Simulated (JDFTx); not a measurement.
Sb:

```
CELL_PARAMETERS angstrom
3.16000 0.00000 0.00000
0.00000 3.16000 0.00000
0.00000 0.00000 3.16000
ATOMIC_POSITIONS crystal
Sb 0.00000 0.00000 0.00000
```

This isn't the form of Sb at room conditions, which is rhombohedral.

* Program: JDFTx 1.7.0 (patched build)
* Task: single point
* Functional: PBEsol
* Potentials or basis: PseudoDojo-SR-PBEsol-0.4.1-standard with smoothed tails
* Cutoff: 1088 eV
* Density cutoff: 4354 eV
* k mesh: 8 × 8 × 8
* Occupations: fermi-dirac, width 0.05 eV
* Spin: no spin polarisation

On this cell: pressure -4.7 GPa; band gap on the k mesh none (metal or under the smearing width).

The same run follows on a disturbed copy (cell strained at random at fixed volume):

```
Sb
1.0
     3.18307   -0.00916   -0.07927
    -0.00916    3.13721   -0.05653
    -0.07927   -0.05653    3.16292
Sb
1
Direct
  0.00350 0.00307 0.97826
```

**Question.** What changes?

**Answer.** The energy (extrapolated to zero smearing) moves by +1.3 meV/atom; pressure -4.8 GPa; band gap on the k mesh none (metal or under the smearing width).

Stress tensor (GPa, compression positive):
```
-5.53 -0.13  0.52
-0.13 -3.81  0.09
 0.52  0.09 -5.08
```
